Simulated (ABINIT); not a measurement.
Runs of ABINIT 10.8.3 (patched build) on Ag. It takes space group P6_3/mmc (No. 194, hexagonal). Conventional cell: a = 2.930 Å, b = 2.930 Å, c = 4.790 Å, α = 90.00°, β = 90.00°, γ = 120.00°. Ag (site symmetry -6m2) has 12 Ag at 2.93 Å as nearest neighbours. This isn't the form of Ag at room conditions, which is fcc.

| level | gap on the mesh (eV) | pressure (GPa) |
| --- | --- | --- |
| AM05 | none | -5.7 |
| revPBE | none | 3.5 |
| PBEsol | none | -6.0 |
| BLYP | none | 7.4 |
| PW91 | none | 0.4 |
| RPBE | none | 4.6 |
| SCAN | none | (a) |
| WC | none | (b) |
| r2SCAN | none | -2.6 |
| LDA | none | (c) |

Alike in all rows: task single point; potentials or basis JTH PAW PBE v2.0; no spin polarisation; cell as given; k mesh 10 × 10 × 6; cutoff (eV) 544; smearing fermi-dirac 0.05 eV.

Question: Estimate the missing entries.

Answer: (a) -4.3; (b) -5.6; (c) -10.3.

Caveats: the PAW data sets were made with another functional, which shifts forces and pressure a little.

A k mesh can miss the band edges, and the runs leave out spin-orbit coupling on Ag.

A gap of «none» marks a metal or a gap under the smearing width.

Runs at the PBE level aren't shown here.
